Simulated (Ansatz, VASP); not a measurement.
**One calculation of ZnO, two programs**

```
CELL_PARAMETERS angstrom
-2.85789 2.85789 3.45397
2.85789 -2.85789 3.45397
2.85789 2.85789 -3.45397
ATOMIC_POSITIONS crystal
Zn 0.00000 0.00000 0.00000
Zn 0.50000 0.50000 0.00000
O 0.25000 0.25000 0.00000
O 0.75000 0.75000 0.00000
```

Alike in both runs: functional PBE; k mesh 6 × 6 × 6; occupations gaussian, width 0.1 eV; no spin polarisation.

Ansatz relaxed the structure, and its values are those at the end. VASP's run is a single point on that final structure, the one shown.

|  | VASP | Ansatz |
| --- | --- | --- |
| version | VASP 6.6.1 | Ansatz 0.2.0 |
| potentials or method | VASP PAW PBE potentials, release 64 (Zn, O) | scalar-relativistic, plane waves, PAW |
| plane-wave cutoff (eV) | 520 | 420 |
| valence electrons in the cell | 36 | 36 |

VASP gave:

* gap on the k mesh at the Fermi level (eV): 1.34
* least direct gap on the mesh (eV): 1.61
* pressure (GPa): 0.9

Q: Which values does Ansatz return?

A: gap on the k mesh at the Fermi level (eV): 1.34; least direct gap on the mesh (eV): 1.61; pressure (GPa): 0.3.

With one functional, cell and mesh, what is left measures potentials, basis and numerics.

A k mesh can miss the band edges.
